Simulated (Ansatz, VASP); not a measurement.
**Two plane-wave programs on Nb**

```
CELL_PARAMETERS angstrom
2.26997 0.00000 0.00000
0.00000 2.26997 0.00000
0.00000 0.00000 2.26997
ATOMIC_POSITIONS crystal
Nb 0.00000 0.00000 0.00000
```

Change from the starting cell: volume scaled by 0.58, PAW files.

Alike in both runs: task single point; functional PBE; k mesh 16 × 16 × 16; occupations fermi-dirac, width 0.1 eV; no spin polarisation.

```csv
,VASP,Ansatz
version,VASP 6.6.1,Ansatz 0.2.0
potentials or method,"VASP PAW PBE potentials, release 64 (Nb_sv)","PAW with Ansatz's default frozen-core files, scalar-relativistic"
plane-wave cutoff (eV),520,420
valence electrons in the cell,13,13
```

|  | VASP | Ansatz | Ansatz less VASP |
| --- | --- | --- | --- |
| pressure (GPa) | 203.6 | 203.3 | -0.27 |

Caveats: the cell as given lies far from equilibrium; so large a pressure means that the cell lies far from this level's equilibrium, or that cutoff or potentials fall short (VASP).
